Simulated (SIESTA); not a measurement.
## Sn under changes of volume

One of the cells (34.479 Å³/atom); the others are scaled copies at fixed shape and fractional positions:

```
Sn
1.0
     0.00000    3.25476    3.25476
     3.25476    0.00000    3.25476
     3.25476    3.25476    0.00000
Sn
2
Cartesian
  4.8821 4.8821 4.8821
  3.2548 3.2548 3.2548
```

This isn't the form of Sn at room conditions, which is tetragonal (white tin).

| Property | Result |
| --- | --- |
| Program | SIESTA 5.4.2 |
| Functional | PBEsol |
| Potentials or basis | PseudoDojo 0.4 standard (PBEsol files) |
| Basis | DZP (energy shift 0.003 Ry; two zetas on semicore shells) |
| Grid cutoff | 500 Ry |
| Energy shift | 0.003 Ry |
| k mesh | 7 × 7 × 7 |
| Occupations | fermi-dirac, width 0.05 eV |
| Spin | no spin polarisation |

```csv
volume (Å³/atom),energy over the lowest point (meV/atom),pressure (GPa)
31.775,?,?
32.451,32.29,4.2
33.127,17.30,3.0
34.479,2.16,1.0
35.155,0.00,0.1
35.831,1.29,-0.6
```

Task: What does the run at 31.775 Å³/atom give?

Result: Energy over the lowest point 52.71 meV/atom; pressure 5.5 GPa.

Worked out: A Birch-Murnaghan fit of order 3 (a polynomial in V^(-2/3)) to the other rows has its minimum at 35.22 Å³/atom with B0 = V·E''(V) = 36 GPa (rough, since the energies scatter). It gives 53.20 meV/atom at 31.775 Å³/atom, against the run's 52.71, and -dE/dV = 5.8 GPa, against 5.5.

Energies are extrapolated to zero smearing.

Caveats: the basis of atomic orbitals isn't converged, which shifts pressures, moduli and gaps.
